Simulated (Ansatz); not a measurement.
Born–Oppenheimer molecular dynamics of a periodic cell of 16 atoms, Li (start crystal Li, start structure bcc, volume 1.05 times the crystal's). It goes on from the last frame of an earlier run, with new velocities.

Level of theory: Ansatz 0.2.0, DFT PBE, scalar-relativistic, plane waves, PAW. Settings: cutoff 420 eV, k mesh 3x3x3, fermi-dirac smearing 0.11 eV, no spin polarisation.

- ensemble: NPT, Langevin
- time step: 1 fs
- steps asked: 40
- set temperature: 910 K
- friction: 0.05 /fs
- pressure: 1 GPa
- seed: 333684

First frame:

```xyz
16
Lattice="7.0944 0.0000 0.0000 0.0000 7.0944 0.0000 0.0000 0.0000 7.0944" Properties=species:S:1:pos:R:3
Li -0.435 -0.071 -0.249
Li 3.263 -0.069 -0.651
Li -0.049 3.826 -0.134
Li -0.132 0.225 3.229
Li 1.547 1.349 1.368
Li 3.366 4.072 0.214
Li 3.662 -0.882 3.214
Li 5.227 1.217 1.906
Li 0.622 3.148 3.391
Li 1.387 5.488 1.977
Li 1.613 2.175 5.737
Li 3.396 3.248 3.942
Li 5.484 5.055 1.801
Li 5.779 1.998 5.594
Li 1.830 5.452 5.424
Li 5.153 5.730 5.213
```

(1) What does the run give?

(2) What happens to the structure?

(3) How do temperature and energy run in time?

## Answers

(1) The run went to its last step.

```
steps done                                               : 40
time covered                                             : 40 fs
mean temperature over the second half                    : 949 K
spread of the potential energy over the second half      : 2.7 meV per atom
mean potential energy of the second half above the start : 1.0 meV per atom
mean pressure over the second half                       : 0.4 GPa
```

The conserved energy stayed within 0.04 meV per atom of its start (net change -0.023 meV per atom), so the integration is sound. A run of 0.04 ps of so small a system gives no equilibrium averages. Limits of this set-up: coarse k mesh. The cell's volume went from 357 to 371 Å³.

(2) Mean squared displacements from the first frame to the last, about the centre of mass, the cell's change included: Li 0.26 Å². The details hang on the random start.

(3) 
| time (fs) | T (K) | potential energy less start (eV) | conserved less start (meV/atom) | P (GPa) | volume (Å³) |
| --- | --- | --- | --- | --- | --- |
| 0.0 | 853 | 0.000 | 0.00 | 0.6 | 357.1 |
| 2.0 | 752 | 0.017 | 0.00 | 0.5 | 357.2 |
| 4.0 | 714 | 0.002 | 0.00 | 0.5 | 357.4 |
| 6.0 | 725 | -0.032 | 0.00 | 0.5 | 357.4 |
| 8.0 | 890 | -0.058 | -0.01 | 0.6 | 357.4 |
| 10.0 | 1058 | -0.070 | -0.04 | 0.6 | 358.2 |
| 12.0 | 998 | -0.069 | -0.03 | 0.6 | 359.0 |
| 14.0 | 1126 | -0.040 | -0.03 | 0.6 | 359.7 |
| 16.0 | 933 | -0.015 | -0.02 | 0.5 | 360.2 |
| 18.0 | 891 | -0.027 | -0.02 | 0.5 | 360.7 |
| 20.0 | 835 | -0.045 | -0.01 | 0.4 | 360.9 |
| 22.0 | 821 | -0.043 | -0.01 | 0.4 | 361.0 |
| 24.0 | 917 | -0.036 | 0.00 | 0.5 | 361.5 |
| 26.0 | 990 | -0.019 | -0.01 | 0.5 | 362.2 |
| 28.0 | 894 | 0.000 | -0.01 | 0.4 | 363.7 |
| 30.0 | 738 | 0.028 | 0.00 | 0.2 | 364.7 |
| 32.0 | 971 | 0.045 | -0.01 | 0.3 | 365.8 |
| 34.0 | 1274 | 0.052 | -0.03 | 0.5 | 367.2 |
| 36.0 | 1069 | 0.066 | -0.02 | 0.3 | 368.6 |
| 38.0 | 1065 | 0.069 | -0.02 | 0.3 | 369.8 |
| 40.0 | 1085 | 0.062 | -0.02 | 0.3 | 370.8 |

The run took 9.2 min on 1 thread of Arm Neoverse V2, on a shared host, peak memory 0.68 GiB.
